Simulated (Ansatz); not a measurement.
TePt under changes of volume

One of the cells (22.276 Å³/atom); the others are scaled copies at fixed shape and fractional positions:

```
Pt Te
1.0
     4.26288    0.00000    0.00000
    -2.13144    3.69176    0.00000
     0.00000    0.00000    5.66177
Pt Te
2 2
Cartesian
  0.0000 0.0000 0.0000
  0.0000 0.0000 2.8309
  0.0000 2.4612 1.4154
  2.1314 1.2306 4.2463
```

Measurements of this composition are mostly on another form, of space group No. 166.

| Quantity | Value |
| --- | --- |
| Program | Ansatz 0.2.0 |
| Functional | r2SCAN |
| Potentials or basis | Ansatz PAW |
| Cutoff | 500 eV (not typed: the program's choice for these potentials) |
| k mesh | 7 × 7 × 5 |
| Occupations | fermi-dirac, width 0.05 eV |
| Spin | no spin polarisation |

```csv
volume (Å³/atom),energy over the lowest point (meV/atom),pressure (GPa)
20.939,18.88,6.6
21.385,5.22,3.4
21.830,0.00,0.5
22.276,?,?
22.721,11.01,-4.2
23.167,25.59,-6.2
23.612,45.28,-7.9
```

Problem. What does the run at 22.276 Å³/atom give?

Solution. Energy over the lowest point 2.22 meV/atom; pressure -2.0 GPa.

Worked out: A Birch-Murnaghan fit of order 3 (a polynomial in V^(-2/3)) to the other rows has its minimum at 21.91 Å³/atom with B0 = V·E''(V) = 128 GPa and B' = 5.1 at fixed shape and positions, which overstates the stiffness. It gives 2.22 meV/atom at 22.276 Å³/atom, against the run's 2.22, and -dE/dV = -2.0 GPa, against -2.0.

Energies are extrapolated to zero smearing.

Caveats: the PAW data sets come from PBE, with cores solved anew for the run's functional, which leaves a small shift of forces and pressure.
